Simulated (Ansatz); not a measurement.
Input and output of a one-shot G0W0 calculation on Mg2Si (Fm-3m) from a database of computed structures (Ansatz 0.2.0, G0W0@PBE with 189 empty bands, a screening cutoff of 120 eV and a 6×6×6 mesh). The geometry is the r2SCAN minimum.

Input (YAML):
```yaml
crystal:
  lattice:
    - [0.0, 3.1689705494, 3.1689705494]
    - [3.1689705494, 0.0, 3.1689705494]
    - [3.1689705494, 3.1689705494, 0.0]
  atoms:
    - { symbol: Mg, position: [0.25, 0.25, 0.25] }
    - { symbol: Mg, position: [0.75, 0.75, 0.75] }
    - { symbol: Si, position: [0.0, 0.0, 0.0] }
kpoints:
  mp_grid: { grid: [6, 6, 6] }
hamiltonian:
  xc: pbe
scf:
  occupations: { method: fixed }
gw:
  n_empty_bands: 189
  ecut_chi: 120
  qp_bands: [v2, c2]
  qp_kpoints: band_edges
  screening: { model: contour_deformation }
```

Wall time 51 s on 1 × NVIDIA H100 80GB HBM3 with 4 threads of AMD EPYC 7R13 Processor (Zen 3), on a shared host, load about 2.4 per core; peak host memory 1.6 GiB.

Abridged output:
```
Functional definition: PBE
  parameter kappa = 0.804
  parameter beta = 0.06672455060314922
  exchange = pbe_x(kappa = kappa, mu = beta*pi^2/3)
  correlation = pbe_c(beta = beta)
Crystal: 3 atoms, lattice volume = 63.648 Å³
Basis set: ecut = 420 eV, 1243 PW (Γ)
Bands: 16, of which v1, the nominal top of the filled ones, is band 12 counted from 1 (11 counted from 0)
Symmetry: 48 space group operations
Space group: Fm-3m (ITA 225)
k-points: 16 of 216
SCF iter   1: HF=-4483.878949 eV  Δρ=3.98e-3  dr2=2.66e-2
preconditioner: auto → none  [insulator: Δε(μ)=0.118 eV  ℏωp=13.2 eV]
SCF iter   2: HF=-4483.870008 eV  Δρ=9.58e-4  dr2=6.45e-4
SCF iter   3: HF=-4483.870088 eV  Δρ=4.34e-4  dr2=1.43e-4
SCF iter   4: HF=-4483.870121 eV  Δρ=2.01e-5  dr2=2.39e-7
SCF iter   5: HF=-4483.870122 eV  Δρ=4.44e-6  dr2=8.40e-9
SCF iter   6: HF=-4483.870122 eV  Δρ=4.71e-7  dr2=1.56e-10
SCF 1 converged in 6 iterations: F = -4483.870122 eV  dr2 = 1.56e-10
Free energy (F): -4483.870122 eV
Fermi energy:    5.944371 eV
--- G₀W₀: contour deformation, 9 samples at zero and on the imaginary axis and 1 off it, 216 q-points, 189 empty bands' worth ---
    ik  band        ε_KS         Σx   Σc(E_QP)       V_xc       Z   E_QP_lin       E_QP  E_QP is
     0    11      5.9444   -12.3786     0.5832   -11.3434  0.7376     5.4900     5.4923  root
     0    12      5.9444   -12.3786     0.5832   -11.3434  0.7376     5.4900     5.4923  root
     0    13      7.8583    -7.1923    -3.9459   -11.1589  0.7465     7.8790     7.8790  root
     0    14      8.5221    -5.9267    -3.9258    -9.8572  0.7380     8.5269     8.5269  root
     1    11      5.6977   -12.3674     0.6683   -11.2463  0.7360     5.2423     5.2449  root
     1    12      5.6977   -12.3674     0.6683   -11.2463  0.7360     5.2423     5.2449  root
     1    13      7.8943    -6.6673    -3.8576   -10.5468  0.7456     7.9163     7.9163  root
     1    14      8.9260    -5.8427    -4.0940    -9.9343  0.7317     8.9236     8.9236  root
     2    11      5.3663   -12.5299     0.8504   -11.2157  0.7324     4.8996     4.9025  root
     2    12      5.3663   -12.5299     0.8504   -11.2157  0.7324     4.8996     4.9025  root
     2    13      7.4119    -6.9431    -3.7263   -10.7015  0.7497     7.4441     7.4440  root
     2    14      8.7660    -5.1968    -4.0860    -9.2600  0.7359     8.7432     8.7432  root
     3    11      5.2435   -12.6265     0.9265   -11.2305  0.7313     4.7706     4.7740  root
     3    12      5.2435   -12.6265     0.9265   -11.2305  0.7313     4.7706     4.7740  root
     3    13      7.2305    -7.0705    -3.6781   -10.7841  0.7507     7.2660     7.2660  root
     3    14      8.5007    -5.0764    -4.0051    -9.0540  0.7400     8.4732     8.4731  root
     6    11      4.0072   -12.5947     1.3918   -10.7585  0.7126     3.5583     3.5628  root
     6    12      4.8024   -12.5368     1.1108   -10.9506  0.7264     4.3230     4.3270  root
     6    13      7.4250    -5.6219    -3.6986    -9.2863  0.7513     7.3909     7.3909  root
     6    14      9.0649    -6.3140    -4.2132   -10.5211  0.7290     9.0588     9.0588  root
     8    11      4.2759   -12.3047     1.2619   -10.5911  0.7188     3.8199     3.8242  root
     8    12      5.6692   -12.5133     0.6899   -11.3693  0.7352     5.2124     5.2150  root
     8    13      8.4383    -6.1958    -4.0414   -10.2547  0.7388     8.4559     8.4559  root
     8    14      9.1560    -6.6427    -4.1975   -10.8560  0.7282     9.1719     9.1719  root
     9    11      4.3114   -12.6143     1.3827   -10.7464  0.7184     3.8211     3.8263  root
     9    12      4.3114   -12.6143     1.3827   -10.7464  0.7184     3.8211     3.8263  root
     9    13      6.7361    -6.4287    -3.4615    -9.8940  0.7536     6.7399     6.7399  root
     9    14      6.8578    -4.8043    -3.5282    -8.2276  0.7574     6.7531     6.7530  root
    10    11      3.2367   -12.5135     1.8350   -10.2279  0.6974     2.7819     2.7862  root
    10    12      4.2193   -12.6694     1.4312   -10.7516  0.7167     3.7274     3.7326  root
    10    13      6.5562    -5.5046    -3.4237    -8.8620  0.7575     6.4900     6.4900  root
    10    14      7.8461    -5.9300    -3.8191    -9.7087  0.7430     7.8057     7.8057  root
    12    11      3.9977   -12.7486     1.5560   -10.7032  0.7122     3.5027     3.5083  root
    12    12      3.9977   -12.7486     1.5560   -10.7032  0.7122     3.5027     3.5083  root
    12    13      6.1401    -4.9673    -3.2881    -8.1354  0.7611     6.0203     6.0201  root
    12    14      6.3646    -6.4890    -3.3677    -9.8556  0.7547     6.3635     6.3635  root
```

The points are ik 0 = (0, 0, 0) (Γ), ik 1 = (0, 0, 1/6), ik 2 = (0, 0, 1/3), ik 3 = (0, 0, -1/2), ik 6 = (0, 1/6, -1/2), ik 8 = (0, 1/6, -1/6), ik 9 = (0, 1/3, 1/3), ik 10 = (0, 1/3, -1/2), ik 12 = (0, -1/2, -1/2); band 12 is the last filled one.

Over the mesh points the PBE gap of 0.20 eV becomes a quasiparticle gap of 0.53 eV (Γ to k = (0, -1/2, -1/2)), a change of +0.33 eV. Renormalisation factors Z lie between 0.70 and 0.76. G0W0 here is at a finite number of bands, screening cutoff and k mesh, not at the basis limit.

(Simulation; spin polarisation is off.)

For so narrow a gap this mesh doesn't settle the screening, and the bands and cutoff are finite.
